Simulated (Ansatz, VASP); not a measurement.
InP: VASP beside Ansatz

Contents of INCAR:

```
PREC = Accurate
ENCUT = 520
EDIFF = 1E-7
ISMEAR = 0
SIGMA = 0.05
LREAL = False
LASPH = True
NELM = 60
ALGO = Normal
ISIF = 2
LWAVE = False
LCHARG = False
GGA = PE
NBANDS = 16
```

KPOINTS

```
regular mesh
0
Gamma
  10 10 10
```

Contents of POSCAR:

```
InP
1.0
    0.0000000000      2.9305000000      2.9305000000
    2.9305000000      0.0000000000      2.9305000000
    2.9305000000      2.9305000000      0.0000000000
In P
1 1
Direct
    0.0000000000      0.0000000000      0.0000000000
    0.2500000000      0.2500000000      0.2500000000
```

Input for Ansatz:

```yaml
crystal:
  lattice:
    - [0.0, 2.9305, 2.9305]
    - [2.9305, 0.0, 2.9305]
    - [2.9305, 2.9305, 0.0]
  atoms:
    - { symbol: In, position: [0.0, 0.0, 0.0] }
    - { symbol: P, position: [0.25, 0.25, 0.25] }
basis:
  ecutwfc: 500
  fft_grid_basis: typed
kpoints:
  mp_grid: { grid: [10, 10, 10] }
hamiltonian:
  xc: pbe
  pseudopotentials: { kind: paw }
scf:
  occupations: { method: gaussian, width: 0.05 }
output:
  forces: true
  stress: true
  eigenvalues: true
  bader: true
  write_density: true
  volumetric_format: npy
  elf: true
```

Alike in both runs: task single point; functional PBE; k mesh 10 × 10 × 10; occupations gaussian, width 0.05 eV; no spin polarisation.

|  | VASP | Ansatz |
| --- | --- | --- |
| version | VASP 6.6.1 | Ansatz 0.2.0 |
| potentials or method | VASP PAW PBE potentials, release 64 (In_d, P) | scalar-relativistic, plane waves, PAW |
| plane-wave cutoff (eV) | 520 | 500 |
| valence electrons in the cell | 18 | 18 |

```tsv
	VASP	Ansatz	Ansatz less VASP
gap on the k mesh at the Fermi level (eV)	0.71	0.72	+0.003
pressure (GPa)	3.3	3.3	+0.05
```

Caveats: spin-orbit coupling is left out, which moves the levels of the heavy elements. Expect the measured gap to be larger: semilocal functionals such as PBE lack the derivative discontinuity.
